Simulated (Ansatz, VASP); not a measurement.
One calculation of BN, two programs

```
B N
1.0
     0.00000    1.80282    1.80282
     1.80282    0.00000    1.80282
     1.80282    1.80282    0.00000
B N
1 1
Direct
  0.00000 0.00000 0.00000
  0.25000 0.25000 0.25000
```

Alike in both runs: task single point; functional HSE06; k mesh 4 × 4 × 4; occupations fermi-dirac, width 0.05 eV; no spin polarisation.

```csv
,VASP,Ansatz
version,VASP 6.6.1,Ansatz 0.2.0 development build
potentials or method,"VASP PAW PBE potentials, release 64 (B, N)","plane waves, PAW datasets (generated soft set 1)"
plane-wave cutoff (eV),520,420
valence electrons in the cell,8,8
```

Ansatz gave:

```
gap on the k mesh at the Fermi level (eV) : 5.82
```

Task: What did VASP give for the same quantities?

Result: gap on the k mesh at the Fermi level (eV): 5.81.

The functional is the same, so the differences come from potentials, cutoffs and numerics.

Caveats: the k mesh is coarse (spacing up to 0.75 Å⁻¹), so the values aren't converged, least of all with exact exchange. A k mesh can miss the band edges.
